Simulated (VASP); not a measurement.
# Ru (P6_3/mmc) in VASP: notebook, part 2 of 2

VASP 6.6.1. Earlier steps stand in the parts before.

## Step 3: Relaxation of cell and atoms, RPBE

This run uses another cell than the first one, of 13.95 Å³/atom, 1.028 times its volume.

INCAR reads:

```
SYSTEM = Ru
ALGO = Normal
EDIFF = 1E-7
EDIFFG = -0.005
ENCUT = 600
GGA = RP
IBRION = 2
ISIF = 3
ISMEAR = 1
LASPH = .TRUE.
LCHARG = .FALSE.
LREAL = .FALSE.
LWAVE = .FALSE.
NELM = 80
NSW = 90
PREC = Accurate
SIGMA = 0.1
```

KPOINTS reads:

```
k-points
0
G
  15 15 9
  0 0 0
```

POSCAR reads:

```
Ru                                      
1.0
    2.7309321643     -0.0000000000      0.0000000000
   -1.3654660821      2.3650566328     -0.0000000000
    0.0000000000      0.0000000000      4.3196119345
  Ru            
     2
Direct
     0.3333333300000021    0.6666666699999979    0.2500000000000000
     0.6666666699999979    0.3333333300000021    0.7500000000000000
```

Potentials or basis: VASP PAW PBE potentials, release 64 (Ru_pv).

Run with:

```sh
$ cat potpaw_PBE.64/Ru_pv/POTCAR > POTCAR
$ mpirun -np 1 vasp_std > vasp.out
```

OUTCAR:

```text
SYSTEM = Ru
   EDIFF = 1E-7
   EDIFFG = -0.005
   ENCUT = 600
   GGA = RP
   IBRION = 2
   ISIF = 3
   ISMEAR = 1
   LASPH = .TRUE.
   LREAL = .FALSE.
   NELM = 80
   NSW = 90
   PREC = Accurate

 ion  position               nearest neighbor table
   1  0.333  0.667  0.250-   2 2.67   2 2.67   2 2.67   2 2.67   2 2.67   2 2.67
   2  0.667  0.333  0.750-   1 2.67   1 2.67   1 2.67   1 2.67   1 2.67   1 2.67

  LATTYP: Found a hexagonal cell.
 ALAT       =     2.7309321643
 C/A-ratio  =     1.5817353470

  Lattice vectors:

 A1 = (   2.7309321643,   0.0000000000,   0.0000000000)
 A2 = (  -1.3654660821,   2.3650566328,   0.0000000000)
 A3 = (   0.0000000000,   0.0000000000,   4.3196119345)

Analysis of symmetry for initial positions (statically):
=====================================================================
[... 253 lines left out ...]
  ext. energy  EPLUGINS =         0.00000000
  ---------------------------------------------------
  free energy    TOTEN  =       -17.17979289 eV

  energy without entropy =      -17.17837242  energy(sigma->0) =      -17.17931940

 E-fermi :  12.4003     XC(G=0): -13.8753

 val. band max:       12.3983975119   @ k =   0.2667   0.2000   0.2222
 cond. band min:      12.4270614032   @ k =   0.4667   0.0667   0.3333
 fundamental gap:      0.0286638913
 Fermi energy:        12.4002861857

 k-point     1 :       0.0000    0.0000    0.0000
  band No.  band energies     occupation
      1     -31.1299      2.00000
      2     -30.2850      2.00000
      3     -30.2850      2.00000
      4     -30.1288      2.00000
      5     -30.1288      2.00000
      6     -30.0862      2.00000
[... 481 lines left out ...]
      5     -30.4098      2.00000
      6     -30.3905      2.00000
[... 10 lines left out ...]
     17      17.6019      0.00000
     18      19.0252      0.00000

 [... further k-points ...]
[... 5 lines left out ...]
  --------------------------------------------------------------------------------------
  -------------------------------------------------------------------------------------
  Total        0.0015392      0.0015392      0.0004761      0.0000000     -0.0000000      0.0000000
  in kB        0.0883627      0.0883627      0.0273309      0.0000000     -0.0000000      0.0000000
  external PRESSURE =       0.0680188 kB  Pullay stress =       0.0000000 kB
[... 17 lines left out ...]
  FREE ENERGIE OF THE ION-ELECTRON SYSTEM (eV)
  ---------------------------------------------------
  free  energy   TOTEN  =       -17.1797928904 eV

  energy  without entropy=      -17.1783724198  energy(sigma->0) =      -17.17931940

 reached required accuracy - stopping structural energy minimisation
```

OSZICAR:

```text
N       E                     dE             d eps       ncg     rms          rms(c)
DAV:   1     0.310858886924E+03    0.31086E+03   -0.19489E+04  4868   0.192E+03
DAV:   2    -0.108900448710E+02   -0.32175E+03   -0.31561E+03  5134   0.520E+02
DAV:   3    -0.183618724398E+02   -0.74718E+01   -0.71911E+01  5114   0.834E+01
DAV:   4    -0.184329693512E+02   -0.71097E-01   -0.71038E-01  5752   0.753E+00
[... 24 lines left out ...]
DAV:   4    -0.171797933283E+02   -0.84815E-05   -0.46875E-06  4972   0.218E-02    0.196E-03
DAV:   5    -0.171797931554E+02    0.17293E-06   -0.42017E-07  5078   0.648E-03    0.109E-03
DAV:   6    -0.171797927724E+02    0.38304E-06   -0.36382E-08  2454   0.165E-03    0.180E-04
DAV:   7    -0.171797928831E+02   -0.11071E-06   -0.40770E-09  2446   0.599E-04    0.113E-04
DAV:   8    -0.171797928904E+02   -0.73615E-08   -0.11117E-09  2448   0.238E-04
   3 F= -.17179793E+02 E0= -.17179319E+02  d E =-.219502E-05
```

CONTCAR:

```text
Ru
   1.00000000000000
     2.7311999491251036    0.0000000000000057    0.0000000000000000
    -1.3655999745125420    2.3652885412620215    0.0000000000000000
     0.0000000000000000    0.0000000000000000    4.3200286487216717
  Ru
     2
Direct
     0.3333333300000021    0.6666666699999979    0.2500000000000000
     0.6666666699999979    0.3333333300000021    0.7500000000000000

  0.00000000E+00  0.00000000E+00  0.00000000E+00
  0.00000000E+00  0.00000000E+00  0.00000000E+00
```

Run time: 66 s. Hardware: 1 thread of Intel Xeon 6975P-C (Granite Rapids), shared host; peak memory 0.21 GiB.

Results:

```yaml
Free_energy: -17.1798 eV
Relaxed_volume: 13.95 Å³/atom
Relaxed_cell: a = 2.731 Å, b = 2.731 Å, c = 4.320 Å, α = 90.00°, β = 90.00°, γ = 120.00°
Space_group_after_relaxing_to_0.05_Å: P6_3/mmc (No. 194)
Energy_gained_by_relaxing: 0.0 meV/atom
Ionic_steps: 3
Pressure_after_relaxing: 0.0 GPa
Band_gap_on_the_k_mesh: none (metal or under the smearing width)
```

Final structure:
```yaml
crystal:
  lattice:
    - [2.73120, 0.00000, 0.00000]
    - [-1.36560, 2.36529, 0.00000]
    - [0.00000, 0.00000, 4.32003]
  atoms:
    - { symbol: Ru, position: [0.33333, 0.66667, 0.25000] }
    - { symbol: Ru, position: [0.66667, 0.33333, 0.75000] }
```

Caveat: the PAW data sets were made with another functional, which shifts forces and pressure a little.

## Step 4: Relaxation of cell and atoms, PBE

INCAR reads:

```
SYSTEM = Ru
ALGO = Normal ; EDIFF = 1E-6
EDIFFG = -0.01 ; ENCUT = 600
GGA = PE ; IBRION = 2
ISIF = 3 ; ISMEAR = 1
LASPH = .TRUE. ; LCHARG = .FALSE.
LREAL = .FALSE. ; LWAVE = .FALSE.
NELM = 80 ; NSW = 90
PREC = Accurate ; SIGMA = 0.1
```

KPOINTS is that of step 3.

POSCAR reads:

```
Ru
1.0
    2.7058000000      0.0000000000      0.0000000000
   -1.3529000000      2.3432915400      0.0000000000
    0.0000000000      0.0000000000      4.2819000000
Ru
2
Direct
    0.3333333300      0.6666666700      0.2500000000
    0.6666666700      0.3333333300      0.7500000000
```

Run with:

```sh
$ cat potpaw_PBE.64/Ru_pv/POTCAR > POTCAR
$ mpirun -np 1 vasp_std > vasp.out
```

Run time: 74 s. Hardware: 1 thread of Intel Xeon 6975P-C (Granite Rapids), shared host; peak memory 0.21 GiB.

The run converged. Its results:

```yaml
Free_energy: -18.4724 eV
Relaxed_volume: 13.75 Å³/atom
Relaxed_cell: a = 2.718 Å, b = 2.718 Å, c = 4.301 Å, α = 90.00°, β = 90.00°, γ = 120.00°
Space_group_after_relaxing_to_0.05_Å: P6_3/mmc (No. 194)
Energy_gained_by_relaxing: 2.4 meV/atom
Ionic_steps: 4
Pressure_after_relaxing: 0.0 GPa
Band_gap_on_the_k_mesh: none (metal or under the smearing width)
```

Stress tensor (GPa, compression positive):
```
 0.06  0.00  0.00
 0.00  0.06  0.00
 0.00  0.00 -0.10
```

Step by step:
```tsv
step	energy change (eV)	largest force (eV/Å)	pressure (GPa)	volume (Å³)
1	0.0000	0.0000	4.30	27.15
2	0.0350	0.0000	-11.17	28.61
3	-0.0048	0.0000	-0.04	27.52
4	-0.0048	0.0000	0.01	27.51
```

Final structure:
```cif
data_structure
_symmetry_space_group_name_H-M 'P 1'
_symmetry_Int_Tables_number 1
_cell_length_a 2.7175
_cell_length_b 2.7175
_cell_length_c 4.3012
_cell_angle_alpha 90.000
_cell_angle_beta 90.000
_cell_angle_gamma 120.000
_cell_volume 27.51
loop_
_atom_site_label
_atom_site_type_symbol
_atom_site_fract_x
_atom_site_fract_y
_atom_site_fract_z
_atom_site_occupancy
Ru1 Ru 0.33333 0.66667 0.25000 1
Ru2 Ru 0.66667 0.33333 0.75000 1
```

Levels at points of the mesh, in eV from the Fermi level:
```csv
k point,band 10,band 11,band 12,band 13,band 14,band 15,band 16,band 17,band 18
"(0.00, 0.00, 0.00)",-2.53,-2.35,-1.86,-1.86,-1.34,-1.34,1.18,1.18,1.30
```

## Step 5: Relaxation of cell and atoms, PBE

This run uses another cell than the first one, of 13.75 Å³/atom, 1.013 times its volume.

INCAR, as its differences from that of step 4:

```diff
@@ -1,4 +1,4 @@
 SYSTEM = Ru
-ALGO = Normal ; EDIFF = 1E-6
-EDIFFG = -0.01 ; ENCUT = 600
+ALGO = Normal ; EDIFF = 1E-7
+EDIFFG = -0.005 ; ENCUT = 600
 GGA = PE ; IBRION = 2
```

KPOINTS is that of step 4.

POSCAR reads:

```
Ru                                      
1.0
    2.7175038108     -0.0000000000      0.0000000000
   -1.3587519054      2.3534273375      0.0000000000
   -0.0000000000      0.0000000000      4.3012142655
  Ru            
     2
Direct
     0.3333333300000021    0.6666666699999979    0.2500000000000000
     0.6666666699999979    0.3333333300000021    0.7500000000000000
```

Run with:

```sh
$ cat potpaw_PBE.64/Ru_pv/POTCAR > POTCAR
$ mpirun -np 1 vasp_std > vasp.out
```

Wall time 77 s (1 thread of Intel Xeon 6975P-C (Granite Rapids), shared host); peak memory 0.2 GiB.

It converged, with:

* Free energy: -18.4728 eV
* Relaxed volume: 13.76 Å³/atom
* Relaxed cell: a = 2.718 Å, b = 2.718 Å, c = 4.301 Å, α = 90.00°, β = 90.00°, γ = 120.00°
* Space group after relaxing (to 0.05 Å): P6_3/mmc (No. 194)
* Energy gained by relaxing: 0.0 meV/atom
* Ionic steps: 3
* Pressure after relaxing: 0.0 GPa
* Band gap on the k mesh: none (metal or under the smearing width)

Final structure:
```cif
data_structure
_symmetry_space_group_name_H-M 'P 1'
_symmetry_Int_Tables_number 1
_cell_length_a 2.7179
_cell_length_b 2.7179
_cell_length_c 4.3006
_cell_angle_alpha 90.000
_cell_angle_beta 90.000
_cell_angle_gamma 120.000
_cell_volume 27.51
loop_
_atom_site_label
_atom_site_type_symbol
_atom_site_fract_x
_atom_site_fract_y
_atom_site_fract_z
_atom_site_occupancy
Ru1 Ru 0.33333 0.66667 0.25000 1
Ru2 Ru 0.66667 0.33333 0.75000 1
```

Levels at points of the mesh, in eV from the Fermi level:
```csv
k point,band 11,band 12,band 13,band 14,band 15,band 16,band 17,band 18
"(0.00, 0.00, 0.00)",-2.35,-1.86,-1.86,-1.34,-1.34,1.18,1.18,1.30
```

## Step 6: Relaxation of cell and atoms, PBE+D3(BJ)

INCAR reads:

```
SYSTEM = Ru
PREC = Accurate
ENCUT = 600
EDIFF = 1E-6
ISMEAR = 1
SIGMA = 0.1
LREAL = .False.
LASPH = .True.
NELM = 80
ALGO = Normal
ISIF = 3
LWAVE = .False.
LCHARG = .False.
GGA = PE
IVDW = 12
IBRION = 2
NSW = 90
EDIFFG = -0.01
```

KPOINTS reads:

```
regular mesh
0
Gamma
  15 15 9
  0 0 0
```

POSCAR reads:

```
Ru
1.0
    2.7058000000      0.0000000000      0.0000000000
   -1.3529000000      2.3432915400      0.0000000000
    0.0000000000      0.0000000000      4.2819000000
Ru
2
Direct
    0.3333333300      0.6666666700      0.2500000000
    0.6666666700      0.3333333300      0.7500000000
```

Potentials or basis: VASP PAW PBE potentials, release 64 (Ru_pv).

Run with:

```sh
$ cat potpaw_PBE.64/Ru_pv/POTCAR > POTCAR
$ mpirun -np 1 vasp_std > vasp.out
```

It took 62 s on 1 thread of Intel Xeon 6975P-C (Granite Rapids), shared host; peak memory 0.22 GiB.

Results (log left out):

| Quantity | Value |
| --- | --- |
| Free energy | -19.7190 eV |
| Relaxed volume | 13.43 Å³/atom |
| Relaxed cell | a = 2.695 Å, b = 2.695 Å, c = 4.271 Å, α = 90.00°, β = 90.00°, γ = 120.00° |
| Space group after relaxing (to 0.05 Å) | P6_3/mmc (No. 194) |
| Energy gained by relaxing | 1.5 meV/atom |
| Ionic steps | 5 |
| Pressure after relaxing | 0.0 GPa |
| Band gap on the k mesh | none (metal or under the smearing width) |
| Dispersion energy per atom | -0.631 eV |

Stress tensor (GPa, compression positive):
```
 0.09  0.00  0.00
 0.00  0.09  0.00
 0.00  0.00 -0.06
```

Step by step:
```tsv
step	energy change (eV)	largest force (eV/Å)	pressure (GPa)	volume (Å³)
1	0.0000	0.0000	-3.37	27.15
2	0.0255	0.0000	11.40	26.04
3	-0.0030	0.0000	-0.04	26.87
4	-0.0030	0.0000	0.03	26.87
5	-0.0030	0.0000	0.04	26.87
```

Final structure:
```
CELL_PARAMETERS angstrom
2.69528 0.00000 0.00000
-1.34764 2.33418 0.00000
0.00000 0.00000 4.27056
ATOMIC_POSITIONS crystal
Ru 0.33333 0.66667 0.25000
Ru 0.66667 0.33333 0.75000
```

Levels at points of the mesh, in eV from the Fermi level:
```tsv
k point	band 11	band 12	band 13	band 14	band 15	band 16	band 17	band 18
(0.00, 0.00, 0.00)	-2.45	-1.93	-1.93	-1.38	-1.38	1.22	1.22	1.32
```

Caveat: pairwise dispersion overbinds metals, which lowers pressure and volume.

## Step 7: Overview

| level | gap on the mesh (eV) | pressure (GPa) | relaxed volume (Å³/atom) |
| --- | --- | --- | --- |
| RPBE | none | 0.0 | 13.95 |
| PBE | none | 0.0 | 13.76 |
| PBE+D3(BJ) | none | 0.0 | 13.43 |

Alike in all rows: task relaxation of cell and atoms; potentials or basis VASP PAW PBE potentials, release 64 (Ru_pv); no spin polarisation; cell relaxed; k mesh 15 × 15 × 9; cutoff (eV) 600; smearing methfessel-paxton 0.1 eV.

Caveats: the PAW data sets were made with another functional, which shifts forces and pressure a little (some runs); pairwise dispersion overbinds metals, which lowers pressure and volume (some runs).

Absolute energies hang on the potentials; compare differences alone.
